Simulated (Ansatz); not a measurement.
**Mo under strain**

Level of theory: DFT PBEsol, scalar-relativistic, plane waves, PAW in Ansatz 0.2.0. Run with 420 eV cutoff, 14×14×14 k-mesh, Gaussian smearing of 0.10 eV, no spin polarisation.

Reference structure (relaxed):

```
Mo
1.0
     3.12934    0.00000    0.00000
     0.00000    3.12934    0.00000
     0.00000    0.00000    3.12934
Mo
2
Direct
  0.00000 0.00000 0.00000
  0.50000 0.50000 0.50000
```

Deformation: uniaxial strain along c, with the lengths of a and b and the atoms relaxed and the angles held, all within the symmetry that the strain leaves. Energies are extrapolated to zero smearing. On this cell's mesh the reference holds a stress of up to 0.21 GPa.

| strain (%) | ΔE (meV/atom) | a (Å) | b (Å) | c (Å) |
| --- | --- | --- | --- | --- |
| -6.0 | 73.8 | 3.184 | 3.184 | 2.942 |
| -4.0 | 30.4 | 3.166 | 3.166 | 3.004 |
| -2.0 | 6.8 | 3.149 | 3.149 | 3.067 |
| +0.0 | 0.0 | 3.129 | 3.129 | 3.129 |
| +2.0 | 6.4 | 3.113 | 3.113 | 3.192 |
| +4.0 | 26.2 | 3.098 | 3.098 | 3.255 |
| +6.0 | 57.8 | 3.083 | 3.083 | 3.317 |

(1) Does one stiffness describe the whole range?

(2) How does the free axis a answer a small strain?

Answers

(1) No: the innermost pair of points gives (1/V) d²E/dε² = 343 GPa and a cubic fit over all points 385 GPa, so terms beyond the third order count over this range.

(2) Between the innermost points its strain is -0.28 times the applied one.